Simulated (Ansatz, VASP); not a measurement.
**GaSb in VASP and in Ansatz**

Contents of INCAR:

```
PREC = Accurate ; ENCUT = 600
EDIFF = 1E-6 ; ISMEAR = -1
SIGMA = 0.05 ; LREAL = False
LASPH = True ; NELM = 100
ALGO = Normal ; ISIF = 3
LWAVE = False ; LCHARG = False
IBRION = 2 ; NSW = 40
EDIFFG = -0.01
```

KPOINTS

```
Automatic mesh
0
Gamma
  8 8 8
```

File POSCAR:

```
GaSb
1.0
    0.0000000000      3.0590000000      3.0590000000
    3.0590000000      0.0000000000      3.0590000000
    3.0590000000      3.0590000000      0.0000000000
Sb Ga
1 1
Direct
    0.7500000000      0.7500000000      0.7500000000
    0.0000000000      0.0000000000      0.0000000000
```

Contents of input.yaml:

```yaml
crystal:
  lattice:
    - [0.0, 3.059, 3.059]
    - [3.059, 0.0, 3.059]
    - [3.059, 3.059, 0.0]
  atoms:
    - { symbol: Sb, position: [0.75, 0.75, 0.75] }
    - { symbol: Ga, position: [0.0, 0.0, 0.0] }
hamiltonian:
  xc: lda
  pseudopotentials: { kind: paw }
kpoints:
  mp_grid: { grid: [8, 8, 8] }
scf:
  occupations: { method: fermi_dirac, width: 0.05 }
output:
  forces: true
  stress: true
relax:
  f_tol: 0.01
  max_steps: 40
  cell: { stress_tol: 0.05 }
```

Alike in both runs: task relaxation of cell and atoms; functional LDA; k mesh 8 × 8 × 8; occupations fermi-dirac, width 0.05 eV; no spin polarisation.

```csv
,VASP,Ansatz
version,VASP 6.6.1,Ansatz 0.2.0
potentials or method,"VASP PAW LDA potentials, release 64 (Sb, Ga_d)",Ansatz PAW
plane-wave cutoff (eV),600,420
valence electrons in the cell,18,28
```

|  | VASP | Ansatz | Ansatz less VASP |
| --- | --- | --- | --- |
| relaxed volume (Å³/atom) | 27.76 | 27.68 | -0.081 |
| relaxed cell length with the largest relative difference (Å) | 4.282 | 4.278 | -0.0042 |
| energy change over the relaxation (meV/atom) | -4 | -5 | -1.0 |

The two sets of potentials don't hold the same shells in valence.

Caveats: the plane-wave basis is chosen anew once the cell has moved, so the energies of steps on either side of that aren't comparable (Ansatz); the PAW data sets come from PBE, with cores solved anew for the run's functional, which leaves a small shift of forces and pressure (Ansatz). LDA usually gives volumes a few per cent too small. Zero-point motion and thermal expansion aren't in these numbers.
